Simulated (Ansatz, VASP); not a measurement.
Two plane-wave programs on CdS

The input POSCAR:

```
CdS
1.0
    0.0545355309      2.7813120763      2.7813120763
    2.7813120763      0.0545355309      2.7813120763
    2.7813120763      2.7813120763      0.0545355309
Cd S
1 1
Direct
    0.0000000000      0.0000000000      0.0000000000
    0.5000000000      0.5000000000      0.5000000000
```

INCAR.step1

```
PREC     = Accurate       # precision mode
ENCUT    = 520            # plane-wave cutoff, eV
ISMEAR   = 0              # smearing method
SIGMA    = 0.01           # smearing width, eV
LREAL    = F              # projectors in reciprocal space
LASPH    = T              # aspherical terms in the spheres
NELM     = 100            # most SCF steps
NBANDS   = 16             # bands
GGA      = PE             # functional
ALGO     = Normal         # electronic algorithm
EDIFF    = 1E-4           # SCF threshold, eV
LWAVE    = T              # write WAVECAR
LCHARG   = F              # write CHGCAR
```

The input INCAR.step2:

```
PREC     = Accurate       # precision mode
ENCUT    = 520            # plane-wave cutoff, eV
EDIFF    = 1E-7           # SCF threshold, eV
ISMEAR   = 0              # smearing method
SIGMA    = 0.01           # smearing width, eV
LREAL    = F              # projectors in reciprocal space
LASPH    = T              # aspherical terms in the spheres
NELM     = 100            # most SCF steps
ALGO     = Normal         # electronic algorithm
ISIF     = 2              # what is computed and relaxed
LWAVE    = F              # write WAVECAR
LCHARG   = F              # write CHGCAR
METAGGA  = R2SCAN         # meta-GGA
LMIXTAU  = T            
NBANDS   = 16             # bands
ISTART   = 1
```

Contents of KPOINTS:

```
Automatic mesh
0
Gamma
  8 8 8
```

Input for Ansatz:

```yaml
crystal:
  lattice:
    - [0.0545355309, 2.7813120763, 2.7813120763]
    - [2.7813120763, 0.0545355309, 2.7813120763]
    - [2.7813120763, 2.7813120763, 0.0545355309]
  atoms:
    - { symbol: Cd, position: [0.0, 0.0, 0.0] }
    - { symbol: S, position: [0.5, 0.5, 0.5] }
kpoints:
  mp_grid: { grid: [8, 8, 8] }
  band_path:
    path:
      - [0.0, 0.0, 0.0]
      - [0.5, 0.0, 0.5]
      - [0.625, 0.25, 0.625]
      - [0.375, 0.375, 0.75]
      - [0.5, 0.5, 0.5]
      - [0.5, 0.25, 0.75]
      - [0.0, 0.5, 0.5]
    npoints: 1
hamiltonian:
  xc: r2scan
scf:
  occupations: { method: fixed }
  n_extra_bands: 4
output:
  forces: true
  stress: true
  eigenvalues: true
```

Change from the starting cell: shear_111 strain +3.0%.

Alike in both runs: task single point; functional r2SCAN; k mesh 8 × 8 × 8; no spin polarisation.

|  | VASP | Ansatz |
| --- | --- | --- |
| version | VASP 6.6.1 | Ansatz 0.2.0 |
| potentials or method | VASP PAW PBE potentials, release 64 (Cd, S) | plane waves, PAW |
| plane-wave cutoff (eV) | 520 | 500 |
| occupations | gaussian, width 0.01 eV | fixed |
| valence electrons in the cell | 18 | 26 |

Ansatz gave:

| Property | Result |
| --- | --- |
| gap on the k mesh at the Fermi level (eV) | 0.68 |
| pressure (GPa) | -2.3 |
| largest component of the traceless stress (GPa) | 0.75 |

**Question.** Estimate VASP's values.

**Answer.** gap on the k mesh at the Fermi level (eV): 0.66; pressure (GPa): -1.9; largest component of the traceless stress (GPa): 0.74.

The two sets of potentials don't hold the same shells in valence.

Caveats: the PAW data sets were made with another functional, which shifts forces and pressure a little (VASP). A k mesh can miss the band edges.
